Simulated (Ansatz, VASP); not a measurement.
## One calculation of MgS, two programs

```
Mg S
1.0
     0.00000    2.58023    2.58023
     2.58023    0.00000    2.58023
     2.58023    2.58023    0.00000
Mg S
1 1
Direct
  0.00000 0.00000 0.00000
  0.50000 0.50000 0.50000
```

Alike in both runs: functional PBEsol; k mesh 8 × 8 × 8; no spin polarisation.

Ansatz relaxed the structure, and its values are those at the end. VASP's run is a single point on that final structure, the one shown.

|  | VASP | Ansatz |
| --- | --- | --- |
| version | VASP 6.6.1 | Ansatz 0.2.0 |
| potentials or method | VASP PAW PBE potentials, release 64 (Mg, S) | PAW with Ansatz's default frozen-core files, scalar-relativistic |
| plane-wave cutoff (eV) | 520 | 420 |
| occupations | gaussian, width 0.01 eV | fixed |
| valence electrons in the cell | 8 | 16 |

VASP gave:

```
pressure (GPa) : 0.8
```

Question: What did Ansatz give for the same quantities?

Answer: Pressure (GPa): 1.0.

The two sets of potentials don't hold the same shells in valence.

Caveats: the PAW data sets were made with another functional, which shifts forces and pressure a little (VASP). A k mesh can miss the band edges.
